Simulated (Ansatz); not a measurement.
# CdO (Monteponite): Wannier functions and tight-binding models, part 3 of 3

Where do the localised orbitals of CdO (Monteponite) sit, how far are they spread, and how do the settings change that? The runs, in order: PBE, anion s p, 6×6×6; PBE, anion p, 6×6×6; PBE, metal d and anion p, 6×6×6; PBE, metal d, 6×6×6; r2SCAN, anion s p, 6×6×6; r2SCAN, metal d and anion p, 6×6×6; HSE06, anion s p, 6×6×6; HSE06, anion p, 6×6×6 (level, trial orbitals, Wannier mesh).

Ansatz 0.2.0; plane waves, PAW. Earlier steps stand in the parts before.

## Step 7: r2SCAN, metal d and anion p, 6×6×6

Input file input.yaml:

```yaml
crystal:
  lattice:
    - [0.0, 2.3530040401, 2.3530040401]
    - [2.3530040401, 0.0, 2.3530040401]
    - [2.3530040401, 2.3530040401, 0.0]
  atoms:
    - { symbol: Cd, position: [0.0, 0.0, 0.0] }
    - { symbol: O, position: [0.5, 0.5, 0.5] }
kpoints:
  mp_grid: { grid: [8, 8, 8] }
  band_path:
    path:
      - [[0.0, 0.0, 0.0], [0.5, -1.292518045139e-34, 0.5], [0.625, 0.25, 0.625]]
      - [[0.375, 0.375, 0.75], [0.0, 0.0, 0.0], [0.5, 0.5, 0.5], [0.5, 0.25, 0.75], [0.5, -1.292518045139e-34, 0.5]]
    npoints: 10
hamiltonian:
  xc: r2scan
scf:
  occupations: { method: fermi_dirac, width: 0.02 }
  n_extra_bands: 6
output:
  forces: false
  stress: false
  eigenvalues: true
  wannier:
    kmesh: [6, 6, 6]
    projections: [{ species: Cd, l: d, shell: 4 }, { species: O, l: p, shell: 2 }]
    minimise: true
    write_hr: true
    conv_tol: 1.0e-08
    max_iter: 3000
```

On the command line:

```
> ansatz run input.yaml --threads 4 --pin off --max-ram 3686MiB --backend cpu --events-out ev --progress --plain --runs-dir out
```

Standard output (excerpt; [...] marks lines left out):

```text
Warning: RAYON_NUM_THREADS=4 ignored (pool sized by the plan → 4); use --threads N
scf.n_extra_bands = 6 over 13 filled bands (N_el = 26.0): the run solves 19 bands
[...]
Pseudopotentials: kind: paw
Pseudopotential: Cd, paw, valence charge 20, recommended cutoff 500 eV (meta_gga), Cd.paw.azcp
Pseudopotential: O, paw, valence charge 6, recommended cutoff 500 eV (meta_gga), O.paw.azcp
Functional definition: r2SCAN
[...]
Crystal: 2 atoms, lattice volume = 26.055 Å³
[...]
Entropy (-TS):   -0.000141 eV (-0.071 meV/atom)
Fermi energy:    12.347470 eV
[...]
--- Band table (eV; the first three rows and the last of 29) ---
  k-point 0: bands = ["-90.8570", "-51.0423", "-51.0423", "-51.0423", "-5.9788", "5.3758", "5.3758", "5.3758", "5.6939", "5.6939", "10.9159", "10.9159", "10.9159", "12.3700", "27.4725", "30.0648", "30.0648", "30.0648", "31.5326"]
[...]
Wannier search: line search 1 of at most 3000: gauge-dependent spread (as the search counts it) 0.2028440 Å², largest recent change 3.7e-2 Å² and fall left 1.2e-5 Å² against conv_tol 1.0e-8 Å², 0 stops escaped
```

Wall time 1.9 s (4 threads of Arm Neoverse V1, shared host); peak memory 0.34 GiB.

wannier.win names the bands that the functions span: 6-13 (counted from 1; 13 are filled).

The head of wannier.spreads.toml:

```toml
omega_i_ang2 = 6.12815185230275
omega_d_ang2 = 0.00000000000000000000000007062467667469218
omega_od_ang2 = 0.18312690554767336
omega_total_ang2 = 6.311278757850423
least_projectability = 0.7438718468359974
b_vectors_match_mmn = true
n_iter = 55
converged = true
rejected_fitted_steps = 1
```

The functions (centres in Å, on-site energies from the top of the filled bands):

| n | x | y | z | spread (Å²) | on-site (eV) | nearest atoms | distance (Å) |
| --- | --- | --- | --- | --- | --- | --- | --- |
| 1 | 0.000 | 0.000 | 0.000 | 0.577 | -6.414 | Cd1 | 0.00 |
| 2 | 0.000 | 0.000 | 0.000 | 0.575 | -6.435 | Cd1 | 0.00 |
| 3 | 0.000 | 0.000 | 0.000 | 0.570 | -6.487 | Cd1 | 0.00 |
| 4 | 0.000 | 0.000 | 0.000 | 0.577 | -6.415 | Cd1 | 0.00 |
| 5 | 0.000 | 0.000 | 0.000 | 0.575 | -6.437 | Cd1 | 0.00 |
| 6 | 2.353 | 2.353 | 2.353 | 1.145 | -2.688 | O2 | 0.00 |
| 7 | 2.353 | 2.353 | 2.353 | 1.145 | -2.688 | O2 | 0.00 |
| 8 | 2.353 | 2.353 | 2.353 | 1.145 | -2.688 | O2 | 0.00 |

Along the path each interpolated band stays within 0.01, 0.01, 0.00, 0.00, 0.01, 0.14, 0.01, 0.02 eV of the nearest computed level, from the lowest band up.

## Step 8: HSE06, anion s p, 6×6×6

Input file input.yaml:

```yaml
crystal:
  lattice:
    - [0.0, 2.3530040401, 2.3530040401]
    - [2.3530040401, 0.0, 2.3530040401]
    - [2.3530040401, 2.3530040401, 0.0]
  atoms:
    - { symbol: Cd, position: [0.0, 0.0, 0.0] }
    - { symbol: O, position: [0.5, 0.5, 0.5] }
kpoints:
  mp_grid: { grid: [6, 6, 6] }
  band_path:
    path:
      - [0.0, 0.0, 0.0]
      - [0.5, 0.0, 0.5]
      - [0.625, 0.25, 0.625]
      - [0.375, 0.375, 0.75]
      - [0.5, 0.5, 0.5]
      - [0.5, 0.25, 0.75]
    npoints: 1
hamiltonian:
  xc: hse06
scf:
  occupations: { method: fermi_dirac, width: 0.02 }
  n_extra_bands: 6
output:
  forces: false
  stress: false
  eigenvalues: true
  wannier:
    kmesh: [6, 6, 6]
    projections: [{ species: O, l: s, shell: 2 }, { species: O, l: p, shell: 2 }]
    minimise: true
    write_hr: true
    conv_tol: 1.0e-08
    max_iter: 3000
  write_density: true
  write_potential: true
  elf: true
  volumetric_format: npy
```

On the command line:

```
> ansatz run input.yaml --threads 4 --pin off --max-ram 3686MiB --backend cpu --events-out ev --progress --plain --runs-dir out
```

Standard output (excerpt; [...] marks lines left out):

```text
Warning: RAYON_NUM_THREADS=4 ignored (pool sized by the plan → 4); use --threads N
scf.n_extra_bands = 6 over 13 filled bands (N_el = 26.0): the run solves 19 bands
[...]
[... 3 set-up lines as earlier in the session ...]
Functional definition: HSE06
[...]
Crystal: 2 atoms, lattice volume = 26.055 Å³
[...]
E sigma→0 (E₀):  -8824.874672 eV
Fermi energy:    12.046642 eV
[...]
--- Band table (eV; the first three rows and the last of 16) ---
  k-point 0: bands = ["-93.5247", "-53.2860", "-53.2860", "-53.2860", "-7.3381", "4.0389", "4.0389", "4.0389", "4.2903", "4.2903", "10.2070", "10.2070", "10.2070", "12.4756", "27.6446", "30.3179", "30.3179", "30.3179", "31.9745"]
[...]
Wannier search: line search 1 of at most 3000: gauge-dependent spread (as the search counts it) 0.7017752 Å², largest recent change 3.3e-2 Å² and fall left 4.5e-5 Å² against conv_tol 1.0e-8 Å², 0 stops escaped
```

Wall time 30 s (4 threads of Arm Neoverse V1, shared host); peak memory 0.87 GiB.

wannier.win names the bands that the functions span: 5, 11-13 (counted from 1; 13 are filled).

The head of wannier.spreads.toml:

```toml
omega_i_ang2 = 5.556221634105555
omega_d_ang2 = 0.0022976430158169773
omega_od_ang2 = 0.401680766056731
omega_total_ang2 = 5.960200043178102
least_projectability = 0.689582798129726
b_vectors_match_mmn = true
n_iter = 32
converged = true
rejected_fitted_steps = 1
```

The functions (centres in Å, on-site energies from the top of the filled bands):

| n | x | y | z | spread (Å²) | on-site (eV) | nearest atoms | distance (Å) |
| --- | --- | --- | --- | --- | --- | --- | --- |
| 1 | 2.184 | 2.184 | 2.522 | 1.490 | -6.172 | O2 | 0.29 |
| 2 | 2.522 | 2.522 | 2.522 | 1.490 | -6.172 | O2 | 0.29 |
| 3 | 2.522 | 2.184 | 2.184 | 1.490 | -6.172 | O2 | 0.29 |
| 4 | 2.184 | 2.522 | 2.184 | 1.490 | -6.172 | O2 | 0.29 |

## Step 9: HSE06, anion p, 6×6×6

input.yaml: that of step 8 with these lines changed.

```diff
@@ -30,3 +30,3 @@
     kmesh: [6, 6, 6]
-    projections: [{ species: O, l: s, shell: 2 }, { species: O, l: p, shell: 2 }]
+    projections: [{ species: O, l: p, shell: 2 }]
     minimise: true
@@ -35,5 +35 @@
     max_iter: 3000
-  write_density: true
-  write_potential: true
-  elf: true
-  volumetric_format: npy
```

On the command line:

```
> ansatz run input.yaml --threads 4 --pin off --max-ram 3686MiB --backend cpu --events-out ev --progress --plain --runs-dir out
```

Standard output (excerpt; [...] marks lines left out):

```text
Warning: RAYON_NUM_THREADS=4 ignored (pool sized by the plan → 4); use --threads N
scf.n_extra_bands = 6 over 13 filled bands (N_el = 26.0): the run solves 19 bands
[...]
[... 4 set-up lines as earlier in the session ...]
[...]
Crystal: 2 atoms, lattice volume = 26.055 Å³
[...]
E sigma→0 (E₀):  -8824.874672 eV
Fermi energy:    12.046642 eV
[...]
--- Band table (eV; the first three rows and the last of 16) ---
  k-point 0: bands = ["-93.5247", "-53.2860", "-53.2860", "-53.2860", "-7.3381", "4.0389", "4.0389", "4.0389", "4.2903", "4.2903", "10.2070", "10.2070", "10.2070", "12.4756", "27.6446", "30.3179", "30.3179", "30.3179", "31.9745"]
[...]
Wannier search: line search 1 of at most 3000: gauge-dependent spread (as the search counts it) 0.0693880 Å², largest recent change 3.6e-4 Å² and fall left 1.3e-7 Å² against conv_tol 1.0e-8 Å², 0 stops escaped
```

It took 30 s on 4 threads of Arm Neoverse V1, shared host; peak memory 0.87 GiB.

wannier.win names the bands that the functions span: 11-13 (counted from 1; 13 are filled).

The head of wannier.spreads.toml:

```toml
omega_i_ang2 = 5.606460301555131
omega_d_ang2 = 0.000000000000000000007213658737613496
omega_od_ang2 = 0.06211985238725449
omega_total_ang2 = 5.6685801539423855
least_projectability = 0.7060804924302715
b_vectors_match_mmn = true
n_iter = 33
converged = true
rejected_fitted_steps = 1
```

The functions (centres in Å, on-site energies from the top of the filled bands):

| n | x | y | z | spread (Å²) | on-site (eV) | nearest atoms | distance (Å) |
| --- | --- | --- | --- | --- | --- | --- | --- |
| 1 | 2.353 | 2.353 | 2.353 | 1.890 | -2.140 | O2 | 0.00 |
| 2 | 2.353 | 2.353 | 2.353 | 1.890 | -2.140 | O2 | 0.00 |
| 3 | 2.353 | 2.353 | 2.353 | 1.890 | -2.140 | O2 | 0.00 |

## Step 10: Comparison

| run | functions | total spread (Å²) | invariant part (Å²) | mean spread (Å²) | largest miss of a band (eV) | time |
| --- | --- | --- | --- | --- | --- | --- |
| PBE, anion s p, 6×6×6 | 4 | 6.699 | 6.264 | 1.675 | 0.18 | 0.96 s |
| PBE, anion p, 6×6×6 | 3 | 6.380 | 6.282 | 2.127 | 0.19 | 0.87 s |
| PBE, metal d and anion p, 6×6×6 | 8 | 6.560 | 6.339 | 0.820 | 0.19 | 1.4 s |
| PBE, metal d, 6×6×6 | 5 | 5.359 | 5.160 | 1.072 | 0.06 | 0.99 s |
| r2SCAN, anion s p, 6×6×6 | 4 | 6.309 | 5.892 | 1.577 | 0.13 | 1.6 s |
| r2SCAN, metal d and anion p, 6×6×6 | 8 | 6.311 | 6.128 | 0.789 | 0.14 | 1.9 s |
| HSE06, anion s p, 6×6×6 | 4 | 5.960 | 5.556 | 1.490 | not checked | 30 s |
| HSE06, anion p, 6×6×6 | 3 | 5.669 | 5.606 | 1.890 | not checked | 30 s |

## Step 11: Results

This closing draws on all 3 parts.

| quantity | value |
| --- | --- |
| total spread, PBE, anion s p, 6×6×6 | 6.70 Å² over 4 functions |
| total spread, PBE, anion p, 6×6×6 | 6.38 Å² over 3 functions |
| total spread, PBE, metal d and anion p, 6×6×6 | 6.56 Å² over 8 functions |
| total spread, PBE, metal d, 6×6×6 | 5.36 Å² over 5 functions |
| total spread, r2SCAN, anion s p, 6×6×6 | 6.31 Å² over 4 functions |
| total spread, r2SCAN, metal d and anion p, 6×6×6 | 6.31 Å² over 8 functions |
| total spread, HSE06, anion s p, 6×6×6 | 5.96 Å² over 4 functions |
| total spread, HSE06, anion p, 6×6×6 | 5.67 Å² over 3 functions |
| centres of the first set | 0.29 Å from the nearest atom |

**Reading.** With PBE, anion s p, 6×6×6 the 4 functions move off the atoms, with a mean spread of 1.67 Å²; 94 % of the total is gauge invariant. On one set and mesh the functional gives 6.70 (PBE), 6.31 (r2SCAN), 5.96 (HSE06) Å².
